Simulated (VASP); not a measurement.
Hf: single point with PBEsol

The system is Hf.

```
Hf
1.0
     4.96233    0.00000    0.00000
    -2.48116    4.29750    0.00000
     0.00000    0.00000    3.08623
Hf
3
Direct
  0.00000 0.00000 0.00000
  0.33333 0.66667 0.50000
  0.66667 0.33333 0.50000
```

This isn't the form of Hf at room conditions, which is hcp.

```yaml
Program: VASP 6.6.1
Task: single point
Functional: PBEsol
Potentials_or_basis: VASP PAW PBE potentials, release 64 (Hf_pv)
Cutoff: 520 eV
k_mesh: 6 × 6 × 9
Occupations: fermi-dirac, width 0.05 eV
Spin: no spin polarisation
```

- Pressure: -3.1 GPa
- Band gap on the k mesh: none (metal or under the smearing width)

Stress tensor (GPa, compression positive):
```
-3.26  0.00  0.00
 0.00 -3.26  0.00
 0.00  0.00 -2.64
```

Levels at points of the mesh, in eV from the Fermi level:
```
           k point  band 11  band 12  band 13  band 14  band 15  band 16  band 17  band 18  band 19  band 20
(0.00, 0.00, 0.00)    -2.51    -0.62    -0.62    -0.62    -0.58    -0.58     1.11     2.15     2.15     2.89
(0.50, 0.00, 0.00)    -4.49    -3.54    -0.45    -0.40    -0.34     0.20     0.88     1.13     1.59     3.01
```

Wall time 53 s on 1 thread of Intel(R) Xeon(R) Platinum 8488C (Sapphire Rapids) (shared host), peak memory 0.2 GiB.

Caveat: the PAW data sets were made with another functional, which shifts forces and pressure a little. The run has no spin-orbit coupling, so splittings on Hf are missing.
